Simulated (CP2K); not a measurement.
NaCl in CP2K: the effect of functional

Crystal: NaCl.

```
CELL_PARAMETERS angstrom
3.50219 0.00000 0.00000
0.00000 3.50219 0.00000
0.00000 0.00000 3.50219
ATOMIC_POSITIONS crystal
Cl 0.50000 0.50000 0.50000
Na 0.00000 0.00000 0.00000
```

Measurements of this composition are mostly on another form, of space group No. 225.

Alike in all runs:

```yaml
Program: CP2K 2026.2
Potentials_or_basis: POTENTIAL_UZH Cl GTH-PBE-q7, Na GTH-PBE-q9; TZVP-MOLOPT-PBE-GTH basis
Density_cutoff: 19048 eV
k_mesh: 8 × 8 × 8
Occupations: fermi-dirac, width 0.05 eV
Spin: no spin polarisation
```

```csv
functional,gap on the mesh (eV),pressure (GPa)
PBE,3.95,0.4
LDA,3.51,-2.6
PBEsol,?,?
OLYP,4.62,3.0
BEEF-vdW,4.10,0.3
AM05,3.95,0.2
SCAN,4.64,-1.4
```

Question: What does the run with functional PBEsol give?

Answer: gap on the mesh 3.80 eV; pressure -0.8 GPa.

Caveats: the basis of atomic orbitals isn't converged, which shifts pressures, moduli and gaps; the potentials were made for another functional, which shifts forces and pressure (some runs).

A k mesh can miss the band edges.
